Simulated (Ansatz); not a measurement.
## Zn: energy above lowest point and pressure against volume per atom

All results are calculated (Ansatz 0.2.0 development build). Equation of state of a cubic crystal from periodic Kohn-Sham density functional theory without spin; pressure corrected for the finite basis.

Cell of the first row (space group Fm-3m, No. 225):
```
cell vectors (Å)
   0.0000     1.9240     1.9240
   1.9240     0.0000     1.9240
   1.9240     1.9240     0.0000
atoms (fractions of the cell vectors)
Zn  0.00000  0.00000  0.00000
```

Settings of every row: formula Zn; structure type fcc; functional PBE; spin treatment none; k mesh 24x24x24; occupation method fermi-dirac; occupation width 0.061225619 eV; wave cutoff 700 eV; datasets hard PAW; density cutoff ratio 4.

Limits: a cubic model structure, not a phase known at ambient conditions; the SCF threshold is loose for a stress in some rows.

| row | volume per atom (Å³) | energy above lowest point (meV/atom) | pressure (GPa) |
| --- | --- | --- | --- |
| 1 | 14.243 | 13.77 | 5.093 |
| 2 | 14.547 | 5.95 | 3.207 |
| 3 | 14.85 | ? | ? |
| 4 | 15.153 | 0 | 0.069 |
| 5 | 15.456 | 1.12 | -1.232 |
| 6 | 15.759 | 4.57 | -2.382 |
| 7 | 16.062 | 10.05 | -3.397 |

Question: what energy above lowest point and pressure should row 3 give?

Worked fit of energy above lowest point. Take u = (V_r/V)^(2/3) − 1 with V_r = 15.305 Å³ an atom, which is twice the finite (Eulerian) strain; such expansions in the strain, on which the Birch-Murnaghan equation of state is built, carry the rest volume and the bulk modulus. The shown rows have u = 0.04911, 0.03444, 0.00668, -0.00652, -0.0193, -0.03167. Least squares give energy above lowest point = 0.257 − 86.28 × u + 7166.4 × u² + 3944 × u³ meV/atom; a parabola predicts inner rows, each left out in turn, worse (root mean square 0.079 against 0.009 meV/atom). The rows lie off it by 0.00, 0.00, 0.00, 0.00, 0.01, 0.00. Its lowest point lies at u = 0.0060, or V = 15.17 Å³ an atom, and the curvature there gives the bulk modulus at fixed shape and fractions, B = (4/9)(1 + u)² E″(u)/V = 68.8 GPa. The withheld row has u = 0.02032, so the fit gives 0.257 − 86.28 × (0.02032) + 7166.4 × (0.02032)² + 3944 × (0.02032)³ = 1.50 meV/atom.

The calculation gave 1.5 meV/atom. The fit meets it to the printed digit.

Worked fit of pressure. Take u = (V_r/V)^(2/3) − 1 with V_r = 15.305 Å³ an atom, which is twice the finite (Eulerian) strain; such expansions in the strain, on which the Birch-Murnaghan equation of state is built, carry the rest volume and the bulk modulus. The shown rows have u = 0.04911, 0.03444, 0.00668, -0.00652, -0.0193, -0.03167. Least squares give pressure = −0.6038 + 98.577 × u + 338.59 × u² + 332.5 × u³ GPa; a parabola predicts inner rows, each left out in turn, worse (root mean square 0.0068 against 0.0017 GPa). The rows lie off it by 0.000, 0.001, -0.001, 0.000, 0.001, 0.000. The pressure vanishes at u = 0.0060, or V = 15.17 Å³ an atom, and there the bulk modulus at fixed shape and fractions is B = −V dP/dV = (2/3)(1 + u) dP/du = 68.9 GPa. The withheld row has u = 0.02032, so the fit gives −0.6038 + 98.577 × (0.02032) + 338.59 × (0.02032)² + 332.5 × (0.02032)³ = 1.542 GPa.

The calculation gave 1.542 GPa. The fit meets it to the printed digit.
